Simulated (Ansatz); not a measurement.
Equation of state of Mg2Si from a dense series

```
CELL_PARAMETERS angstrom
0.00000 3.19500 3.19500
3.19500 0.00000 3.19500
3.19500 3.19500 0.00000
ATOMIC_POSITIONS crystal
Mg 0.25000 0.25000 0.25000
Mg 0.75000 0.75000 0.75000
Si 0.00000 0.00000 0.00000
```

Atom numbers follow the list: Mg1, Mg2, Si3.

The geometry is COD entry 9009039, unchecked; take it as a test cell. It differs from other determinations.

Level of theory: DFT, LDA, all-electron LAPW, scalar-relativistic (Ansatz 0.2.0).

Settings: a Γ-centred 11×11×11 k mesh, Fermi–Dirac smearing of 0.05 eV, basis error target 1 meV/atom, no spin polarisation.

The cell is scaled evenly. Fractional coordinates are held (clamped ions).

| V (Å³/atom) | P (GPa) |
| --- | --- |
| 20.439 | 0.02 |
| 20.873 | -1.17 |
| 21.308 | -2.24 |
| 21.526 | -2.73 |
| 21.743 | -3.20 |
| 21.961 | -3.64 |
| 22.178 | -4.06 |
| 22.613 | -4.83 |

Fit a third-order Birch–Murnaghan curve to the pressures.

P = (3B0/2)(y^(7/2) − y^(5/2))[1 + (3/4)(B0′ − 4)(y − 1)] with y = (V0/V)^(2/3) fits within 0.01 GPa for V0 = 20.446 Å³/atom, B0 = 59.0 GPa and B0′ = 4.13.

Predict the pressure at the withheld volume, 23.048 Å³/atom.

There y = 0.9232, so the fit gives -5.52 GPa; the run gave -5.52 GPa.
